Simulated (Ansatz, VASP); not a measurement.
## Na: VASP beside Ansatz

File INCAR:

```
SYSTEM = Na
PREC = Accurate ; ENCUT = 520
EDIFF = 1E-6 ; ISMEAR = -1
SIGMA = 0.05 ; LREAL = .False.
LASPH = .True. ; NELM = 60
ALGO = Normal ; ISIF = 2
LWAVE = .False. ; LCHARG = .True.
LELF = .True. ; LVHAR = .True.
NBANDS = 10
```

The input KPOINTS:

```
regular mesh
0
Gamma
  13 13 13
  0 0 0
```

Contents of POSCAR:

```
Na
1.0
    0.0000000000      2.3222942278      2.3222942278
    2.3222942278      0.0000000000      2.3222942278
    2.3222942278      2.3222942278      0.0000000000
Na
1
Direct
    0.0000000000      0.0000000000      0.0000000000
```

Input for Ansatz:

```yaml
crystal:
  lattice:
    - [0.0, 2.3222942278, 2.3222942278]
    - [2.3222942278, 0.0, 2.3222942278]
    - [2.3222942278, 2.3222942278, 0.0]
  atoms:
    - { symbol: Na, position: [0.0, 0.0, 0.0] }
kpoints:
  mp_grid: { grid: [13, 13, 13] }
scf:
  occupations: { method: fermi_dirac, width: 0.05 }
hamiltonian:
  xc: lda
  pseudopotentials: { kind: paw }
output:
  forces: true
  stress: true
  eigenvalues: true
  populations: true
```

Change from the starting cell: volume scaled by 0.75, PAW files.

Alike in both runs: task single point; functional LDA; k mesh 13 × 13 × 13; occupations fermi-dirac, width 0.05 eV; no spin polarisation.

```csv
,VASP,Ansatz
version,VASP 6.6.1,Ansatz 0.2.0
potentials or method,"VASP PAW LDA potentials, release 64 (Na_pv)","PAW with Ansatz's default frozen-core files, scalar-relativistic"
plane-wave cutoff (eV),520,420
valence electrons in the cell,7,9
```

Ansatz gave:

- pressure (GPa): 4.5

Task: What did VASP give for the same quantities?

Result: Pressure (GPa): 4.4.

The two sets of potentials don't hold the same shells in valence.
